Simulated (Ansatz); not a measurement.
# HfO2: do energies and stresses tell the same story?

Method: DFT PBE, scalar-relativistic, plane waves, PAW in Ansatz 0.2.0.

Settings: cutoff 420 eV, Γ-centred mesh 8×8×8 on the computed 3-atom cell, Gaussian smearing of 0.02 eV; no spin polarisation.

Relaxed cell: Fm-3m, a = 5.098 Å, b = 5.098 Å, c = 5.098 Å, α = 90.00°, β = 90.00°, γ = 90.00°, 3 atoms in the primitive cell. This fluorite-type form isn't the usual stable structure of the compound.

Energies at zero smearing and pressures from the stress tensor, at volumes with shape and atoms relaxed:
```json
{"V (Å³/atom)": "9.714", "E − E(first) (meV/atom)": "0.00", "P (GPa)": "41.11"}
{"V (Å³/atom)": "10.045", "E − E(first) (meV/atom)": "-71.34", "P (GPa)": "28.27"}
{"V (Å³/atom)": "10.376", "E − E(first) (meV/atom)": "-118.20", "P (GPa)": "17.32"}
{"V (Å³/atom)": "10.708", "E − E(first) (meV/atom)": "-144.06", "P (GPa)": "7.98"}
{"V (Å³/atom)": "11.039", "E − E(first) (meV/atom)": "-152.08", "P (GPa)": "0.00"}
{"V (Å³/atom)": "11.370", "E − E(first) (meV/atom)": "-144.84", "P (GPa)": "-6.83"}
{"V (Å³/atom)": "11.701", "E − E(first) (meV/atom)": "-124.55", "P (GPa)": "-12.68"}
{"V (Å³/atom)": "12.143", "E − E(first) (meV/atom)": "-80.36", "P (GPa)": "-19.18"}
```

Task: Check P = −dE/dV between neighbouring volumes, and get the bulk modulus from the pressures alone.

Result: With 1 eV/Å³ = 160.2 GPa:
```
middle V (Å³/atom)  −ΔE/ΔV (GPa) mean P (GPa)
             9.880        34.515        34.687
            10.211        22.670        22.793
            10.542        12.513        12.649
            10.873         3.876         3.988
            11.204        -3.499        -3.415
            11.535        -9.820        -9.750
            11.922       -16.033       -15.927
```

The two differ by 0.17 GPa at most. The mean of two end pressures misses the average over a step by about ΔV² P″/12, up to 0.17 GPa here; with that taken off 0.02 GPa remains. Around V = 11.039 Å³/atom, the two neighbours give B = −V ΔP/ΔV = 11.039 × 14.81 / 0.662 = 246.8 GPa, against B0 = 245.7 GPa from the Birch–Murnaghan fit of the energies.

Spin–orbit coupling is left out, which can shift energies with elements as heavy as these.